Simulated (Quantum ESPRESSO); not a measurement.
# Cd (P-1) in Quantum ESPRESSO: reference runs

Aim: a first look at Cd with PBE, on the cell as given.

Program: Quantum ESPRESSO 7.5. These are calculated values, not measurements. Logs are shortened: lines on timing, memory, paths and dates and some standing lists are left out, and cuts for length are marked.

### Step 1. The crystal as given

The typed cell holds 2 atoms: a = 3.137 Å, b = 3.137 Å, c = 5.433 Å, α = 73.22°, β = 73.22°, γ = 60.00°.

This isn't the form of Cd at room conditions, which is hcp.

### Step 2. Single point, PBE

File pw.in:

```
&CONTROL
  calculation = 'scf'
  prefix = 'pwscf'
  outdir = './tmp'
  pseudo_dir = './pseudo'
  tprnfor = .true.
  tstress = .true.
  disk_io = 'low'
/
&SYSTEM
  ibrav = 0
  nat = 2
  ntyp = 1
  ecutwfc = 60
  ecutrho = 480
  nbnd = 19
  occupations = 'smearing'
  smearing = 'fd'
  degauss = 0.00367493
/
&ELECTRONS
  conv_thr = 4d-10
  electron_maxstep = 120
  mixing_beta = 0.5
/
ATOMIC_SPECIES
Cd   112.4140 Cd.pbe-dn-rrkjus_psl.0.3.1.UPF
CELL_PARAMETERS angstrom
   0.0000000000   -2.2181497500   -2.2181497500
  -2.2181497500    0.0000000000   -2.2181497500
   2.2181497500    2.2181497500   -4.4362995000
ATOMIC_POSITIONS crystal
Cd     0.4142221000    0.7162554100    0.4498029200
Cd     0.0857779000    0.7837445900    0.0501970800
K_POINTS automatic
10 10 5 0 0 0
```

File pp_density.in:

```
&INPUTPP
  prefix = 'pwscf'
  outdir = './tmp'
  filplot = 'density.dat'
  plot_num = 0
/
&PLOT
  nfile = 1
  filepp(1) = 'density.dat'
  iflag = 3
  output_format = 6
  fileout = 'density.cube'
/
```

File pp_potential.in:

```
&INPUTPP
  prefix = 'pwscf'
  outdir = './tmp'
  filplot = 'potential.dat'
  plot_num = 11
/
&PLOT
  nfile = 1
  filepp(1) = 'potential.dat'
  iflag = 3
  output_format = 6
  fileout = 'potential.cube'
/
```

Potentials or basis: SSSP 1.3 efficiency PBE.

The run is started by

```console
$ OMP_NUM_THREADS=1 pw.x -in pw.in > pw.out
$ OMP_NUM_THREADS=1 pp.x -in pp_density.in > pp_density.out
$ OMP_NUM_THREADS=1 pp.x -in pp_potential.in > pp_potential.out
```

pw.out:

```text
This program is part of the open-source Quantum ESPRESSO suite
     for quantum simulation of materials; please cite
         "P. Giannozzi et al., J. Phys.:Condens. Matter 21 395502 (2009);
         "P. Giannozzi et al., J. Phys.:Condens. Matter 29 465901 (2017);
         "P. Giannozzi et al., J. Chem. Phys. 152 154105 (2020);
     in publications or presentations arising from this work. More details at

     file Cd.pbe-dn-rrkjus_psl.0.3.1.UPF: wavefunction(s)  4D renormalized
     Message from routine setup:
     using ibrav=0 with symmetry is DISCOURAGED, use correct ibrav instead

     G-vector sticks info
     --------------------
     sticks:   dense  smooth     PW     G-vecs:    dense   smooth      PW
     Sum        1159     583    187                52333    18569    3261

     Using Slab Decomposition

     bravais-lattice index     =            0
     lattice parameter (alat)  =       5.9280  a.u.
     unit-cell volume          =     294.5976 (a.u.)^3
     number of atoms/cell      =            2
     number of atomic types    =            1
     number of electrons       =        24.00
     number of Kohn-Sham states=           19
     kinetic-energy cutoff     =      60.0000  Ry
     charge density cutoff     =     480.0000  Ry
     scf convergence threshold =      4.0E-10
     mixing beta               =       0.5000
     number of iterations used =            8  plain     mixing
     Exchange-correlation= PBE
                           (   1   4   3   4   0   0   0)

     celldm(1)=   5.927953  celldm(2)=   0.000000  celldm(3)=   0.000000
     celldm(4)=   0.000000  celldm(5)=   0.000000  celldm(6)=   0.000000

     crystal axes: (cart. coord. in units of alat)
               a(1) = (   0.000000  -0.707107  -0.707107 )
               a(2) = (  -0.707107   0.000000  -0.707107 )
               a(3) = (   0.707107   0.707107  -1.414214 )

     reciprocal axes: (cart. coord. in units 2 pi/alat)
               b(1) = (  0.353553 -1.060660 -0.353553 )
               b(2) = ( -1.060660  0.353553 -0.353553 )
               b(3) = (  0.353553  0.353553 -0.353553 )

     PseudoPot. # 1 for Cd read from file:
     Cd.pbe-dn-rrkjus_psl.0.3.1.UPF
     Pseudo is Ultrasoft + core correction, Zval = 12.0
     Generated using "atomic" code by A. Dal Corso  v.5.0.99 svn rev. 10869
     Using radial grid of 1239 points,  6 beta functions with:
                l(1) =   0
                l(2) =   0
                l(3) =   1
                l(4) =   1
                l(5) =   2
                l(6) =   2
     Q(r) pseudized with 0 coefficients

     atomic species   valence    mass     pseudopotential
     Cd               12.00   112.41400     Cd( 1.00)

      2 Sym. Ops., with inversion, found ( 1 have fractional translation)

   Cartesian axes

     site n.     atom                  positions (alat units)
         1        Cd     tau(   1) = (  -0.1884104   0.0251594  -1.4354857  )
         2        Cd     tau(   2) = (  -0.5186964  -0.0251594  -0.6858346  )

     number of k points=   441  Fermi-Dirac smearing, width (Ry)=  0.0037

     Number of k-points >= 100: set verbosity='high' to print them.

     Dense  grid:    52333 G-vectors     FFT dimensions: (  48,  48,  72)

     Smooth grid:    18569 G-vectors     FFT dimensions: (  30,  30,  54)

     Initial potential from superposition of free atoms

     starting charge      23.9902, renormalised to      24.0000
     Starting wfcs are   18 randomized atomic wfcs +    1 random wfcs

     Self-consistent Calculation

     iteration #  1     ecut=    60.00 Ry     beta= 0.50
     Davidson diagonalization with overlap
     ethr =  1.00E-02,  avg # of iterations =  5.5

     Threshold (ethr) on eigenvalues was too large:
     Diagonalizing with lowered threshold

     Davidson diagonalization with overlap
     ethr =  1.78E-04,  avg # of iterations =  4.4

     total energy              =    -244.42345022 Ry
     estimated scf accuracy    <       0.04574183 Ry

     iteration #  2     ecut=    60.00 Ry     beta= 0.50
     Davidson diagonalization with overlap
     ethr =  1.91E-04,  avg # of iterations =  2.3

     total energy              =    -244.43866188 Ry
     estimated scf accuracy    <       0.00730391 Ry

     iteration #  3     ecut=    60.00 Ry     beta= 0.50
     Davidson diagonalization with overlap
     c_bands:  1 eigenvalues not converged
     ethr =  3.04E-05,  avg # of iterations =  4.1

     total energy              =    -244.43988700 Ry
     estimated scf accuracy    <       0.00019584 Ry

     iteration #  4     ecut=    60.00 Ry     beta= 0.50
     Davidson diagonalization with overlap
     c_bands:  1 eigenvalues not converged
     c_bands:  2 eigenvalues not converged
     c_bands:  2 eigenvalues not converged
     c_bands:  1 eigenvalues not converged
     ethr =  8.16E-07,  avg # of iterations =  7.2

     total energy              =    -244.43999198 Ry
     estimated scf accuracy    <       0.00002979 Ry

     iteration #  5     ecut=    60.00 Ry     beta= 0.50
     Davidson diagonalization with overlap
     ethr =  1.24E-07,  avg # of iterations =  2.6

     total energy              =    -244.43999451 Ry
     estimated scf accuracy    <       0.00000380 Ry

     iteration #  6     ecut=    60.00 Ry     beta= 0.50
     Davidson diagonalization with overlap
     ethr =  1.58E-08,  avg # of iterations =  2.6

     total energy              =    -244.43999575 Ry
     estimated scf accuracy    <       0.00000027 Ry

     iteration #  7     ecut=    60.00 Ry     beta= 0.50
     Davidson diagonalization with overlap
     ethr =  1.11E-09,  avg # of iterations =  2.8

     total energy              =    -244.43999576 Ry
     estimated scf accuracy    <       0.00000015 Ry

     iteration #  8     ecut=    60.00 Ry     beta= 0.50
     Davidson diagonalization with overlap
     ethr =  6.12E-10,  avg # of iterations =  2.0

     total energy              =    -244.43999580 Ry
     estimated scf accuracy    <          1.6E-09 Ry

     iteration #  9     ecut=    60.00 Ry     beta= 0.50
     Davidson diagonalization with overlap
     ethr =  6.68E-12,  avg # of iterations =  4.3

     total energy              =    -244.43999580 Ry
     estimated scf accuracy    <          6.9E-10 Ry

     iteration # 10     ecut=    60.00 Ry     beta= 0.50
     Davidson diagonalization with overlap
     ethr =  2.87E-12,  avg # of iterations =  2.0

     End of self-consistent calculation

     Number of k-points >= 100: set verbosity='high' to print the bands.

     the Fermi energy is    11.1421 ev

!    total energy              =    -244.43999580 Ry
     estimated scf accuracy    <          7.5E-12 Ry
     smearing contrib. (-TS)   =      -0.00040106 Ry
     internal energy E=F+TS    =    -244.43959474 Ry

     The total energy is F=E-TS. E is the sum of the following terms:
     one-electron contribution =     -65.42486506 Ry
     hartree contribution      =      58.56224454 Ry
     xc contribution           =     -85.84837620 Ry
     ewald contribution        =    -151.72859803 Ry

     convergence has been achieved in  10 iterations

     Forces acting on atoms (cartesian axes, Ry/au):

     atom    1 type  1   force =     0.06027305    0.06720260   -0.07126672
     atom    2 type  1   force =    -0.06027305   -0.06720260    0.07126672

     Total force =     0.162653     Total SCF correction =     0.000023

     Computing stress (Cartesian axis) and pressure

          total   stress  (Ry/bohr**3)                   (kbar)     P=      121.11
   0.00053454   0.00023121  -0.00026067           78.63       34.01      -38.35
   0.00023121   0.00093487  -0.00005141           34.01      137.52       -7.56
  -0.00026067  -0.00005141   0.00100041          -38.35       -7.56      147.17

=------------------------------------------------------------------------------=
   JOB DONE.
=------------------------------------------------------------------------------=
```

Wall time 7.1 min (1 thread of Intel Xeon Platinum 8259CL at 2.50GHz (Skylake/Cascade Lake), shared host); peak memory 0.52 GiB.

What came out:

```yaml
Free_energy: -3325.7756 eV
Pressure: 12.1 GPa
Largest_force: 2.957 eV/Å
Band_gap_on_the_k_mesh: none (metal or under the smearing width)
```

Forces on the atoms (eV/Å):
```
Cd   1.550  1.728 -1.832
Cd  -1.550 -1.728  1.832
```

Stress tensor (GPa, compression positive):
```
 7.86  3.40 -3.83
 3.40 13.75 -0.76
-3.83 -0.76 14.72
```

Levels at points of the mesh, in eV from the Fermi level:
| k point | band 9 | band 10 | band 11 | band 12 | band 13 | band 14 | band 15 | band 16 |
| --- | --- | --- | --- | --- | --- | --- | --- | --- |
| (0.00, 0.00, 0.00) | -8.91 | -8.64 | -8.18 | -2.11 | -1.49 | 12.08 | 12.43 | 12.52 |
| (0.00, -0.50, 0.00) | -8.40 | -8.28 | -2.93 | -2.49 | 0.96 | 2.86 | 4.29 | 7.59 |
| (-0.50, -0.50, 0.00) | -8.44 | -8.38 | -2.69 | -2.10 | -0.44 | 1.68 | 7.45 | 8.29 |
| (-0.50, -0.50, -0.50) | -8.51 | -8.39 | -2.93 | -2.57 | 0.74 | 3.19 | 6.32 | 6.53 |
| (-0.50, 0.00, 0.00) | -8.51 | -8.37 | -2.94 | -2.56 | 0.72 | 3.22 | 6.24 | 6.60 |
| (0.00, -0.50, -0.50) | -8.41 | -8.11 | -2.38 | -2.31 | 0.25 | 0.73 | 6.44 | 7.08 |
| (-0.50, 0.00, -0.50) | -8.45 | -8.38 | -2.69 | -2.11 | -0.44 | 1.67 | 7.50 | 8.34 |

Caveat: forces of over 1 eV/Å show positions far from the minimum, so gaps and moduli don't describe the material at rest.
